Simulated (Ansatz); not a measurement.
Computed with Ansatz 0.2.0, DFT PBE, scalar-relativistic, plane waves, PAW. All cells share a 420 eV cutoff and Γ-centred k meshes spaced at most about 0.3 Å⁻¹ (about 0.25 or finer for metals, 2π included). No spin polarisation.

These are static total energies at zero pressure.

Two forms of TiAl3 were relaxed alike.

A.

```xyz
4
Lattice="-1.9227 1.9227 4.3112 1.9227 -1.9227 4.3112 1.9227 1.9227 -4.3112" Properties=species:S:1:pos:R:3 pbc="T T T"
Ti    0.0000    0.0000    0.0000
Al    0.0000    0.0000    4.3112
Al    0.0000    1.9227    2.1556
Al    1.9227    0.0000    2.1556
```

B.

```xyz
4
Lattice="2.8008 0.0000 0.0000 0.0000 4.7145 0.0000 0.0000 0.0000 4.9322" Properties=species:S:1:pos:R:3 pbc="T T T"
Ti    0.0000    2.3573    0.8037
Al    1.4004    2.3573    3.2750
Al    1.4004    0.0000    1.6466
Al    0.0000    0.0000    4.1392
```

Question: Which form is favoured at zero pressure, and by what margin per atom?

Answer: A is lower, by 156 meV/atom. A has the TiAl3 (D0_22) type, space group I4/mmm (No. 139), 15.9 Å³/atom and no gap on its mesh; B has Ti and Al ordered on hcp sites, space group Pmm2 (No. 25), 16.3 Å³/atom and no gap. In A, around Ti lie 4 Al at 2.72 Å and 8 Al at 2.89 Å; Al on a site of symmetry 4/mmm is surrounded by 4 Ti at 2.72 Å and 8 Al at 2.89 Å; Al on a site of symmetry -4m2 is surrounded by 4 Al at 2.72 Å, 4 Al at 2.89 Å and 4 Ti at 2.89 Å. In B, around Ti lie 2 Ti at 2.80 Å and 10 Al at 2.83–2.87 Å; Al on its first site is surrounded by 8 Al at 2.80–2.87 Å and 4 Ti at 2.83–2.84 Å; Al on its second site has 8 Al at 2.80–2.87 Å and 4 Ti at 2.87 Å; 1 more site not described. Origin: A and B, each reached from a Materials Project cell. The lowest form computed isn't among them: it has Ti and Al ordered on fcc sites, space group I4/mmm (No. 139), 15.8 Å³/atom and lies 5 meV/atom below the best shown. Checks on A: no imaginary mode at Γ (other wave vectors untested).

Some candidate types were left out of the draw beforehand, so a known form may be missing.
